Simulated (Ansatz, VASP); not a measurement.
# GaN in VASP and in Ansatz

```xyz
2
Lattice="0.0000 2.1525 2.1525 2.1525 0.0000 2.1525 2.1525 2.1525 0.0000" Properties=species:S:1:pos:R:3 pbc="T T T"
Ga    0.0000    0.0000    0.0000
N     3.2287    3.2287    3.2287
```

Change from the starting cell: hydrostatic strain -4.3%.

Alike in both runs: task single point; functional PBE; k mesh 10 × 10 × 10; occupations fermi-dirac, width 0.02 eV; no spin polarisation.

```csv
,VASP,Ansatz
version,VASP 6.6.1,Ansatz 0.2.0
potentials or method,"VASP PAW PBE potentials, release 64 (Ga_d, N)","plane waves, PAW"
plane-wave cutoff (eV),520,420
valence electrons in the cell,18,18
```

```csv
,VASP,Ansatz,Ansatz less VASP
gap on the k mesh at the Fermi level (eV),2.61,2.59,-0.018
pressure (GPa),40.5,40.8,+0.23
```

Caveats: so large a pressure means that the cell lies far from this level's equilibrium, or that cutoff or potentials fall short (VASP).
